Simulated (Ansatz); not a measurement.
# Settings and their price: generalised stacking fault on (111) (glide set) of a GaP-AlP solid solution (72 atoms)

The cell holds 72 atoms: 18 Al, 36 P and 18 Ga. Cell: a = 6.683 Å, b = 11.576 Å, c = 19.111 Å, α = 90.0°, β = 88.3°, γ = 90.0°. It derives from GaP and AlP. Zinc-blende GaP lattice (a = 5.4569 Å, the value set for the mixture), cell with z along [111], 1 x 3 x 2 periods; the third cell vector is tilted by 0.083 of 1/2[11-2] and lengthened by 0.2 Å, so the cell holds one fault (glide set); displaced by a Gaussian of 0.01 Å; 18 of 36 Ga sites given to Al at random (lattice constant by Vegard's rule between GaP and AlP).

Geometry: as built.

Reference run: Kohn-Sham DFT, PBE, PAW (set soft_2), plane waves (Ansatz 0.2.0), cutoff 420 eV, k-mesh 2×1×1, fermi-dirac smearing of 0.025 eV.

* r.m.s. force component: 0.3853 eV/Å
* pressure: 2.595 GPa
* gap (highest filled to lowest empty level): 0.4909 eV
* SCF cycles: 9
* time: 66 s on 4 threads of Arm Neoverse V1, shared host

**Question.** The same geometry is run again with each of these changes. How far do the results move, and how long does each run take?
- support functions low
- support functions medium
- repeat of the reference

Differences are against the plane-wave reference (Kohn-Sham DFT, PBE, PAW (set soft_2), plane waves), whose r.m.s. force component is 0.385 eV/Å. Energies are set beside the reference only for runs with its functional, potentials and electron count. Times are for 4 threads of Arm Neoverse V1, shared host. The reference's time includes the DOS, ELF, the stress and grids, which some other runs skip.

```
                     run  Δ force, r.m.s. (meV/Å)  share of r.m.s. force (%)  Δ energy (meV/atom)  Δ pressure (GPa)  Δ gap (eV)  cycles     time  host memory (GiB)
               reference                        -                          -                    -                 -           -       9     66 s                4.5
   support functions low                    0.382                      0.099               -0.857                 -     -8.0e-4      12    2 min                2.8
support functions medium                    0.375                     0.0972               -0.856                 -     -7.0e-4      13  2.1 min                2.8
 repeat of the reference                        0                     1.0e-4                    0                 0           0       9     59 s                4.5
```

Among numerical settings the force difference runs from 0.38 meV/Å (support functions medium) to 0.38 meV/Å (support functions low). At 72 atoms the fastest of the runs at a preset level, support functions low, takes roughly 1.8 times the time of plane waves (whose run also made extra analyses, so the like-for-like ratio is larger), in 12 SCF cycles against 9. Differences between support functions and plane waves include what basis error the plane-wave run still has. 

[Logs are printed without paths, hosts, clocks, repeated set-up lines and the standing remarks that a program may print on its own settings, such as how far it seeks lower states.]

[Hosts, paths, dates, database ids (printed as entryN), source tags and the programs' standing remarks are cut or masked in the printed files.]
